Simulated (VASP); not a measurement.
Write the native input for VASP 6.6.1 that does the following.

```
Task                   : single point
Functional             : LDA
Potentials or basis    : VASP PAW LDA potentials, release 64 (K_sv, Mg, F)
Cutoff                 : 520 eV
k mesh                 : 6 × 6 × 6
Occupations            : gaussian, width 0.05 eV
Spin                   : no spin polarisation
Dipole correction      : no
Further INCAR settings : ALGO = Fast; EDIFF = 1e-07; NBANDS = 24
```

The structure of KMgF3 lies in POSCAR:

```
KMgF3
1.0
    3.9859000000      0.0049823750      0.0000000000
    0.0049823750      3.9859000000      0.0000000000
    0.0000000000      0.0000000000      3.9859000000
K Mg F
1 1 3
Direct
    0.5000000000      0.5000000000      0.5000000000
    0.0000000000      0.0000000000      0.0000000000
    0.5000000000      0.0000000000      0.0000000000
    0.0000000000      0.5000000000      0.0000000000
    0.0000000000      0.0000000000      0.5000000000
```

The cell isn't the ideal one: strain +0.0025 x Voigt [0, 0, 0, 0, 0, 1], atoms carried along.

The input as run:

INCAR

```
PREC     = Accurate       # precision mode
ENCUT    = 520            # plane-wave cutoff, eV
EDIFF    = 1E-7           # SCF threshold, eV
ISMEAR   = 0              # smearing method
SIGMA    = 0.05           # smearing width, eV
LREAL    = False          # projectors in reciprocal space
LASPH    = True           # aspherical terms in the spheres
NELM     = 100            # most SCF steps
ALGO     = Fast           # electronic algorithm
ISIF     = 2              # what is computed and relaxed
LWAVE    = False          # write WAVECAR
LCHARG   = False          # write CHGCAR
GGA      = CA             # functional
NBANDS   = 24             # bands
```

KPOINTS

```
regular mesh
0
Gamma
  6 6 6
```

Potentials or basis: VASP PAW LDA potentials, release 64 (K_sv, Mg, F).

Run with:

```sh
$ cat potpaw_LDA.64/K_sv/POTCAR potpaw_LDA.64/Mg/POTCAR potpaw_LDA.64/F/POTCAR > POTCAR
$ mpirun -np 1 vasp_std > vasp.out
```

Results of the run:

The pressure is -5.2 GPa. The band gap on the k mesh is 6.96 eV, indirect (least direct gap 7.28 eV).

Wall time 89 s on 1 thread of Intel(R) Xeon(R) Platinum 8375C CPU @ 2.90GHz (Ice Lake) (shared host), peak memory 0.19 GiB.
